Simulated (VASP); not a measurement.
ZnSiP2, 8 atoms in the cell. It takes space group I-42d (No. 122, tetragonal). Conventional cell: a = 5.373 Å, b = 5.373 Å, c = 10.460 Å, α = 90.00°, β = 90.00°, γ = 90.00°. Zn (site symmetry -4) is surrounded by 4 P at 2.36 Å. Si (site symmetry -4) has 4 P at 2.25 Å as nearest neighbours. Around P (site symmetry 2) lie 2 Si at 2.25 Å and 2 Zn at 2.36 Å. The cell is a database's computed one. The cell isn't the ideal one: the database's cell and atoms.

- Program: VASP 6.6.1
- Task: single point
- Functional: PBE
- Potentials or basis: VASP PAW PBE potentials, release 64 (Zn, Si, P)
- Cutoff: 520 eV
- k mesh: 8 × 8 × 8
- Occupations: gaussian, width 0.02 eV
- Spin: no spin polarisation
- Dipole correction: no
- Further INCAR settings: ALGO = Fast; EDIFF = 1e-07; NBANDS = 36

Potentials or basis: VASP PAW PBE potentials, release 64 (Zn, Si, P).

Launch:

```bash
$ cat potpaw_PBE.64/Zn/POTCAR potpaw_PBE.64/Si/POTCAR potpaw_PBE.64/P/POTCAR > POTCAR
$ mpirun -np 1 vasp_std > vasp.out
```

Hardware: 1 thread of Intel(R) Xeon(R) 6975P-C (Granite Rapids) (shared host).

Task: Estimate the wall time of this run.

Result: Wall time 3.9 min on 1 thread of Intel(R) Xeon(R) 6975P-C (Granite Rapids), with other jobs on the host, peak memory 0.5 GiB. Counts: scf iterations 18, k points 59.
